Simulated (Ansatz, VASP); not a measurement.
GaN: VASP beside Ansatz

```xyz
4
Lattice="3.2781 0.0000 0.0000 -1.6390 2.8389 0.0000 0.0000 0.0000 5.1076" Properties=species:S:1:pos:R:3 pbc="T T T"
Ga    0.0000    1.8926    5.1035
Ga    1.6390    0.9463    2.5497
N     0.0000    1.8926    1.9195
N     1.6390    0.9463    4.4733
```

Change from the starting cell: strain +0.030 along x and y, -0.015 along z, atoms carried along.

Alike in both runs: task single point; functional PBEsol; k mesh 12 × 12 × 6; occupations gaussian, width 0.05 eV; no spin polarisation.

|  | VASP | Ansatz |
| --- | --- | --- |
| version | VASP 6.6.1 | Ansatz 0.2.0 |
| potentials or method | VASP PAW PBE potentials, release 64 (Ga_d, N) | scalar-relativistic, plane waves, PAW |
| plane-wave cutoff (eV) | 520 | 420 |
| valence electrons in the cell | 36 | 36 |

|  | VASP | Ansatz | Ansatz less VASP |
| --- | --- | --- | --- |
| gap on the k mesh at the Fermi level (eV) | 1.60 | 1.59 | -0.017 |
| least direct gap on the mesh (eV) | 1.60 | 1.59 | -0.017 |
| pressure (GPa) | -7.1 | -7.0 | +0.10 |
| largest component of the traceless stress (GPa) | 10.25 | 10.25 | +0.005 |
| rms of the force components (eV/Å) | 0.244 | 0.250 | +0.0061 |

Atom by atom the forces differ by 0.006 eV/Å (rms over components). The functional is the same, so the differences come from potentials, cutoffs and numerics.

Caveats: the PAW data sets were made with another functional, which shifts forces and pressure a little (VASP).
